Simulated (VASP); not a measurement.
# ZnCu (Pm-3m) in VASP: notebook, part 2 of 2

VASP 6.6.1. Earlier steps stand in the parts before.

## 3. Single point, r2SCAN

INCAR reads:

```
PREC     = Accurate       # precision mode
ENCUT    = 400            # plane-wave cutoff, eV
EDIFF    = 1E-6           # SCF threshold, eV
ISMEAR   = -1             # smearing method
SIGMA    = 0.02           # smearing width, eV
LREAL    = False          # projectors in reciprocal space
LASPH    = True           # aspherical terms in the spheres
NELM     = 100            # most SCF steps
ALGO     = Normal         # electronic algorithm
ISIF     = 2              # what is computed and relaxed
LWAVE    = False          # write WAVECAR
LCHARG   = False          # write CHGCAR
METAGGA  = R2SCAN         # meta-GGA
LMIXTAU  = True         
NBANDS   = 18             # bands
ADDGRID  = False
```

KPOINTS reads:

```
Automatic mesh
0
Gamma
  7 7 7
```

POSCAR reads:

```
ZnCu
1.0
    2.9450000000      0.0000000000      0.0000000000
    0.0000000000      2.9450000000      0.0000000000
    0.0000000000      0.0000000000      2.9450000000
Zn Cu
1 1
Direct
    0.5000000000      0.5000000000      0.5000000000
    0.0000000000      0.0000000000      0.0000000000
```

Potentials or basis: VASP PAW PBE potentials, release 64 (Zn, Cu).

The run is started by

```bash
> cat potpaw_PBE.64/Zn/POTCAR potpaw_PBE.64/Cu/POTCAR > POTCAR
> mpirun -np 1 vasp_std > vasp.out
```

OUTCAR:

```text
PREC = Accurate
   ENCUT = 400
   EDIFF = 1E-6
   ISMEAR = -1
   LREAL = False
   LASPH = True
   NELM = 100
   ISIF = 2
   METAGGA = R2SCAN

 Found     20 irreducible k-points:

 Following reciprocal coordinates:
            Coordinates               Weight
  0.000000  0.000000  0.000000      1.000000
  0.142857  0.000000  0.000000      6.000000
  0.285714  0.000000  0.000000      6.000000
  0.428571  0.000000  0.000000      6.000000
  0.142857  0.142857  0.000000     12.000000
  0.285714  0.142857  0.000000     24.000000
   k-points           NKPTS =     20   k-points in BZ     NKDIM =     20   number of bands    NBANDS=     18
   number of dos      NEDOS =    301   number of ions     NIONS =      2
   total plane-waves  NPLWV =   8000
   dimension x,y,z NGX =    20 NGY =   20 NGZ =   20
   dimension x,y,z NGXF=    40 NGYF=   40 NGZF=   40
   ions per type =               1   1
   NGX,Y,Z   is equivalent  to a cutoff of  11.29, 11.29, 11.29 a.u.
   NGXF,Y,Z  is equivalent  to a cutoff of  22.58, 22.58, 22.58 a.u.
 SYSTEM =  unknown system
   PREC   = accura    normal or accurate (medium, high low for compatibility)
   ISTART =      0    job   : 0-new  1-cont  2-samecut
   ICHARG =      2    charge: 1-file 2-atom 10-const
   ISPIN  =      1    spin polarized calculation?
   LNONCOLLINEAR =      F non collinear calculations
   LSORBIT =      F    spin-orbit coupling
[... 53 lines left out ...]

 val. band max:        5.4911304562   @ k =   0.4286   0.2857   0.2857
 cond. band min:       5.5935019165   @ k =   0.2857   0.0000   0.0000
 fundamental gap:      0.1023714604
 Fermi energy:         5.5105463857

 k-point     1 :       0.0000    0.0000    0.0000
  band No.  band energies     occupation
      1      -5.3907      2.00000
      2      -2.7889      2.00000
      3      -2.7889      2.00000
      4      -2.0622      2.00000
      5      -2.0622      2.00000
      6      -2.0622      2.00000
[... 103 lines left out ...]
      5      -2.1240      2.00000
      6      -2.0594      2.00000
[... 10 lines left out ...]
     17      21.9788      0.00000
     18      23.4438      0.00000

 [... further k-points ...]

------------------------ aborting loop because EDIFF is reached ----------------------------------------

  FORCE on cell =-STRESS in cart. coord.  units (eV):
  Direction    XX          YY          ZZ          XY          YZ          ZX
  --------------------------------------------------------------------------------------
  -------------------------------------------------------------------------------------
  Total       -0.5926874     -0.5926874     -0.5926874     -0.0000000      0.0000000      0.0000000
  in kB      -37.1775160    -37.1775160    -37.1775160     -0.0000000      0.0000000      0.0000000
  external PRESSURE =     -37.1775160 kB  Pullay stress =       0.0000000 kB

 VOLUME and BASIS-vectors are now :
 -----------------------------------------------------------------------------
  energy-cutoff  :      400.00
  volume of cell :       25.54
      direct lattice vectors                 reciprocal lattice vectors
     2.945000000  0.000000000  0.000000000     0.339558574  0.000000000  0.000000000
     0.000000000  2.945000000  0.000000000     0.000000000  0.339558574  0.000000000
     0.000000000  0.000000000  2.945000000     0.000000000  0.000000000  0.339558574

 POSITION                                       TOTAL-FORCE (eV/Angst)
 -----------------------------------------------------------------------------------
      1.47250      1.47250      1.47250         0.000000      0.000000      0.000000
      0.00000      0.00000      0.00000         0.000000      0.000000      0.000000
 -----------------------------------------------------------------------------------
    total drift:                               -0.000000      0.000000     -0.000000

  FREE ENERGIE OF THE ION-ELECTRON SYSTEM (eV)
  ---------------------------------------------------
  free  energy   TOTEN  =       -19.9538480416 eV

  energy  without entropy=      -19.9521465010  energy(sigma->0) =      -19.95299727
```

OSZICAR:

```text
N       E                     dE             d eps       ncg     rms          rms(c)
DAV:   1     0.873853366478E+02    0.87385E+02   -0.99332E+03   784   0.179E+03
DAV:   2    -0.200170831178E+02   -0.10740E+03   -0.10256E+03   732   0.279E+02
DAV:   3    -0.239967034686E+02   -0.39796E+01   -0.39634E+01   796   0.683E+01
DAV:   4    -0.240286778530E+02   -0.31974E-01   -0.31966E-01   842   0.564E+00
DAV:   5    -0.240292159427E+02   -0.53809E-03   -0.53808E-03   818   0.753E-01    0.958E+00
DAV:   6    -0.211720012870E+02    0.28572E+01   -0.20405E+01   770   0.108E+02    0.718E+00
DAV:   7    -0.199431721772E+02    0.12288E+01   -0.37987E+00   780   0.806E+01    0.249E+00
DAV:   8    -0.199552698292E+02   -0.12098E-01   -0.30962E-01   920   0.114E+01    0.148E+00
DAV:   9    -0.199522455397E+02    0.30243E-02   -0.22026E-02  1028   0.311E+00    0.365E-01
DAV:  10    -0.199534022759E+02   -0.11567E-02   -0.10451E-02   952   0.205E+00    0.855E-02
DAV:  11    -0.199530635103E+02    0.33877E-03   -0.17356E-03  1010   0.791E-01    0.560E-02
DAV:  12    -0.199537544608E+02   -0.69095E-03   -0.67154E-04   978   0.369E-01    0.188E-02
DAV:  13    -0.199538372820E+02   -0.82821E-04   -0.73125E-05   930   0.138E-01    0.592E-03
DAV:  14    -0.199538470334E+02   -0.97514E-05   -0.70818E-06   894   0.515E-02    0.766E-03
DAV:  15    -0.199538485277E+02   -0.14943E-05   -0.43020E-06   814   0.523E-02    0.115E-03
DAV:  16    -0.199538480416E+02    0.48616E-06   -0.14510E-07   376   0.763E-03
   1 F= -.19953848E+02 E0= -.19952997E+02  d E =-.170154E-02
```

stdout:

```text
POSCAR found type information on POSCAR ZnCu
 POSCAR found :  2 types and       2 ions
 scaLAPACK will be used
 -----------------------------------------------------------------------------
|                                                                             |
|                                                                             |
|     You enforced a specific xc type in the INCAR file but a different       |
|     I HOPE YOU KNOW WHAT YOU ARE DOING!                                     |
|                                                                             |
 -----------------------------------------------------------------------------

 LDA part: xc-table for (None), standard interpolation
 POSCAR, INCAR and KPOINTS ok, starting setup
 FFT: planning ... GRIDC
 FFT: planning ... GRID_SOFT
 FFT: planning ... GRID
 WAVECAR not read
 entering main loop
```

Wall time 45 s (1 thread of Intel Xeon Platinum 8259CL at 2.50GHz (Skylake/Cascade Lake), shared host); peak memory 0.12 GiB.

The run converged, but some of its settings lie outside the range that counts as converged, so its numbers aren't taken as properties of the crystal.

What came out:

| Quantity | Value |
| --- | --- |
| Free energy | -19.9538 eV |
| Pressure | -3.7 GPa |
| Band gap on the k mesh | none (metal or under the smearing width) |

Caveat: the PAW data sets were made with another functional, which shifts forces and pressure a little.

## 4. Single point, r2SCAN

INCAR is that of step 3.

KPOINTS is that of step 3.

POSCAR reads:

```
ZnCu
1.0
    2.9450000000      0.0000000000      0.0000000000
    0.0000000000      2.9450000000      0.0000000000
    0.0000000000      0.0000000000      2.9450000000
Zn Cu
1 1
Direct
    0.5128410000      0.4877280000      0.4845920000
   -0.0040920000      0.0326400000      0.0060300000
```

Potentials or basis: VASP PAW PBE potentials, release 64 (Zn, Cu).

The run is started by

```bash
> cat potpaw_PBE.64/Zn/POTCAR potpaw_PBE.64/Cu/POTCAR > POTCAR
> mpirun -np 1 vasp_std > vasp.out
```

OUTCAR:

```text
PREC = Accurate
   ENCUT = 400
   EDIFF = 1E-6
   ISMEAR = -1
   LREAL = False
   LASPH = True
   NELM = 100
   ISIF = 2
   METAGGA = R2SCAN

 Found    172 irreducible k-points:

 Following reciprocal coordinates:
            Coordinates               Weight
  0.000000  0.000000  0.000000      1.000000
  0.142857  0.000000  0.000000      2.000000
  0.000000  0.142857  0.000000      2.000000
  0.000000  0.000000  0.142857      2.000000
  0.285714  0.000000  0.000000      2.000000
[... 203 lines left out ...]

  FORCE on cell =-STRESS in cart. coord.  units (eV):
  Direction    XX          YY          ZZ          XY          YZ          ZX
  --------------------------------------------------------------------------------------
  -------------------------------------------------------------------------------------
  Total       -0.3660603     -0.5153090     -0.3692022     -0.1223725      0.1533908     -0.0616835
  in kB      -22.9618733    -32.3238004    -23.1589569     -7.6760638      9.6217461     -3.8692223
  external PRESSURE =     -26.1482102 kB  Pullay stress =       0.0000000 kB

 VOLUME and BASIS-vectors are now :
 -----------------------------------------------------------------------------
  energy-cutoff  :      400.00
  volume of cell :       25.54
      direct lattice vectors                 reciprocal lattice vectors
     2.945000000  0.000000000  0.000000000     0.339558574  0.000000000  0.000000000
     0.000000000  2.945000000  0.000000000     0.000000000  0.339558574  0.000000000
     0.000000000  0.000000000  2.945000000     0.000000000  0.000000000  0.339558574

 POSITION                                       TOTAL-FORCE (eV/Angst)
 -----------------------------------------------------------------------------------
      1.51032      1.43636      1.42712        -0.252882      0.615192      0.325337
      2.93295      0.09612      0.01776         0.252882     -0.615192     -0.325337
 -----------------------------------------------------------------------------------
    total drift:                                0.008644     -0.015483      0.011204

  FREE ENERGIE OF THE ION-ELECTRON SYSTEM (eV)
  ---------------------------------------------------
  free  energy   TOTEN  =       -19.8972602435 eV

  energy  without entropy=      -19.8956179082  energy(sigma->0) =      -19.89643908
```

OSZICAR:

```text
N       E                     dE             d eps       ncg     rms          rms(c)
DAV:   1     0.924693826923E+02    0.92469E+02   -0.97550E+03  6522   0.182E+03
DAV:   2    -0.193839929184E+02   -0.11185E+03   -0.10719E+03  6224   0.285E+02
DAV:   3    -0.239335903585E+02   -0.45496E+01   -0.45255E+01  6978   0.732E+01
DAV:   4    -0.239714188422E+02   -0.37828E-01   -0.37818E-01  7102   0.612E+00
DAV:   5    -0.239720361788E+02   -0.61734E-03   -0.61732E-03  7004   0.807E-01    0.962E+00
DAV:   6    -0.210984240175E+02    0.28736E+01   -0.20138E+01  6614   0.108E+02    0.714E+00
DAV:   7    -0.198851398627E+02    0.12133E+01   -0.37204E+00  6640   0.816E+01    0.251E+00
DAV:   8    -0.198989864417E+02   -0.13847E-01   -0.31985E-01  8254   0.115E+01    0.149E+00
DAV:   9    -0.198957688676E+02    0.32176E-02   -0.22950E-02  9258   0.318E+00    0.371E-01
DAV:  10    -0.198968133970E+02   -0.10445E-02   -0.11986E-02  8214   0.224E+00    0.732E-02
DAV:  11    -0.198966275262E+02    0.18587E-03   -0.14011E-03  9090   0.626E-01    0.492E-02
DAV:  12    -0.198971646006E+02   -0.53707E-03   -0.60092E-04  8494   0.348E-01    0.115E-02
DAV:  13    -0.198972475663E+02   -0.82966E-04   -0.86328E-05  7006   0.142E-01    0.312E-03
DAV:  14    -0.198972602667E+02   -0.12700E-04   -0.17210E-05  7944   0.838E-02    0.774E-03
DAV:  15    -0.198972602435E+02    0.23248E-07   -0.49116E-06  7024   0.570E-02
   1 F= -.19897260E+02 E0= -.19896439E+02  d E =-.164234E-02
```

Run time: 3.8 min. Hardware: 1 thread of Intel Xeon Platinum 8259CL at 2.50GHz (Skylake/Cascade Lake), shared host; peak memory 0.17 GiB.

The run converged, but some of its settings lie outside the range that counts as converged, so its numbers aren't taken as properties of the crystal.

What came out:

* Free energy: -19.8973 eV
* Pressure: -2.6 GPa
* Largest force: 0.740 eV/Å
* Band gap on the k mesh: none (metal or under the smearing width)

Caveat: the PAW data sets were made with another functional, which shifts forces and pressure a little.
